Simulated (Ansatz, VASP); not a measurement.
## One calculation of Ga, two programs

```xyz
2
Lattice="1.3830 -4.0265 0.0000 1.3830 4.0265 0.0000 -0.1174 0.0000 3.3299" Properties=species:S:1:pos:R:3 pbc="T T T"
Ga    1.2949    2.9716    2.4974
Ga    1.3536   -2.9716    0.8325
```

Change from the starting cell: strain = 0.0.

Alike in both runs: task single point; functional PBE; k mesh 10 × 10 × 8; occupations fermi-dirac, width 0.05 eV; no spin polarisation.

|  | VASP | Ansatz |
| --- | --- | --- |
| version | VASP 6.6.1 | Ansatz 0.2.0 |
| potentials or method | VASP PAW PBE potentials, release 64 (Ga_d) | Ansatz PAW |
| plane-wave cutoff (eV) | 520 | 420 |
| valence electrons in the cell | 26 | 26 |

```tsv
	VASP	Ansatz	Ansatz less VASP
gap on the k mesh at the Fermi level (eV)	none	none	-
pressure (GPa)	1.7	1.6	-0.10
largest component of the traceless stress (GPa)	0.97	0.95	-0.020
rms of the force components (eV/Å)	0.117	0.116	-0.0008
```

Atom by atom the forces differ by 0.001 eV/Å (rms over components). A gap of «none» marks a metal or a gap that the smearing closes.
